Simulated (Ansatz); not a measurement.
## MgO: O vacancy

All numbers are calculated (PBE, collinear spin, no spin-orbit coupling; Ansatz, PAW set soft_2, 420 eV, k-mesh 2×2×2 shifted by half a step), not measured.

The relaxed host crystal (Kohn–Sham gap 4.46 eV over the whole zone):

```
CELL_PARAMETERS angstrom
0.00000 2.12679 2.12679
2.12679 0.00000 2.12679
2.12679 2.12679 0.00000
ATOMIC_POSITIONS crystal
Mg 0.00000 0.00000 0.00000
O 0.50000 0.50000 0.50000
```

Supercell of 32 atoms, rows of the matrix [[1,1,-3],[1,1,1],[1,-3,1]] times the cell vectors; O vacancy at (0.500, 0.500, 0.500) in fractions of the cell above. Atoms are relaxed at the host's cell, from a start shaken by 0.03 Å near the defect; charged cells sit in a uniform background.

The defect was relaxed in the charges +2, +1, 0. Distances from the empty O site (Å), by shell of the perfect crystal:

| shell | perfect crystal | state A | state B | state C |
| --- | --- | --- | --- | --- |
| 6 Mg | 2.13 | 2.29 | 2.14 | 2.22 |

| state | moment of the cell (μB) | gap of the cell on the mesh (eV) | carriers |
| --- | --- | --- | --- |
| A | 0.00 | 3.01 | none in the bands |
| B | 0.00 | 3.19 | none in the bands |
| C | 1.00 | 1.45 | none in the bands |

On this mesh the host's own supercell has a gap of 5.90 eV.

Which state has which charge?

A has charge +2; B has charge 0; C has charge +1.

Formation energy of the neutral defect: 6.61 eV, taking atoms from and to the elements' standard states (no corrections for gases), so it belongs to those chemical potentials alone.

Charge-transition levels, with point-charge and potential-alignment terms: (+2/+1) lies 1.42 eV above the valence band top; (+1/0) lies 2.57 eV above the valence band top. Lowest charge for a Fermi level at the valence band top: +2, at mid gap: +1, at the conduction band bottom: 0 (among the charges +2, +1, 0). With the Fermi level at the valence band top the state +1 costs 4.04 eV, and 6.27 eV with the Fermi level at mid gap, which lies 2.23 eV above the valence band top; atoms are taken from and to the elements' standard states.

Caveats: at charge +2: net starting moment lost; at charge 0: net starting moment lost; semilocal functionals make gaps too small, which shifts levels too; small supercell, so energies and levels can be off by tenths of an eV; one random start near the defect, so other minima are possible; the program doubts the potential alignment, as is usual in cells this small.
